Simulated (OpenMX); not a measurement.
Runs of OpenMX 3.8.5 on BN. The structure is cubic, space group F-43m (No. 216). Conventional cell: a = 3.626 Å, b = 3.626 Å, c = 3.626 Å, α = 90.00°, β = 90.00°, γ = 90.00°. N (site symmetry -43m) has 4 B at 1.57 Å as nearest neighbours. B (site symmetry -43m) has 4 N at 1.57 Å as nearest neighbours. The cell is a database's computed one.

| task | level | potentials or basis | max SCF cycles | grid points, held for all volumes | gap on the mesh (eV) | pressure (GPa) | V0 of scaled cells (Å³/atom) | B0 (GPa) |
| --- | --- | --- | --- | --- | --- | --- | --- | --- |
| band structure | LDA | OpenMX 2013 LDA set, N6.0-s2p2d1, B7.0-s2p2d1, grid cutoff 400 Ry | 100 | - | 4.58 | -12.1 | - | - |
| band structure | PBE | OpenMX 2013 PBE set, N6.0-s2p2, B7.0-s2p2, grid cutoff 400 Ry | 100 | - | 6.82 | 5.4 | - | - |
| band structure | PBE | OpenMX 2013 PBE set, N6.0-s3p2d2, B7.0-s3p2d2, grid cutoff 400 Ry | 100 | - | 4.57 | -0.1 | - | - |
| equation of state | LDA | OpenMX 2013 LDA set, N6.0-s2p2d1, B7.0-s2p2d1, fixed grid of 25 × 25 × 25 points | - | 25 × 25 × 25 | - | - | 5.77 | 397 |
| equation of state | PBE | OpenMX 2013 PBE set, N6.0-s2p2, B7.0-s2p2, fixed grid of 25 × 25 × 25 points | - | 25 × 25 × 25 | - | - | 6.05 | 355 |
| equation of state | PBE | OpenMX 2013 PBE set, N6.0-s2p2d1, B7.0-s2p2d1, fixed grid of 25 × 25 × 25 points | - | 25 × 25 × 25 | - | - | 5.97 | (c) |
| band structure | PBE | OpenMX 2013 PBE set, N6.0-s2p2d1, B7.0-s2p2d1, grid cutoff 400 Ry | 100 | - | (a) | (b) | - | - |

Alike in all rows: no spin polarisation; cell as given; k mesh 13 × 13 × 13; smearing fermi-dirac 0.05 eV.

Task: Estimate the missing entries.

Result: (a) 4.69; (b) 0.9; (c) 371.

Caveats: the basis of atomic orbitals isn't converged, which shifts pressures, moduli and gaps; volumes in these bases differ from converged ones by about 1 %, for some elements by several (some runs).

A k mesh can miss the band edges.
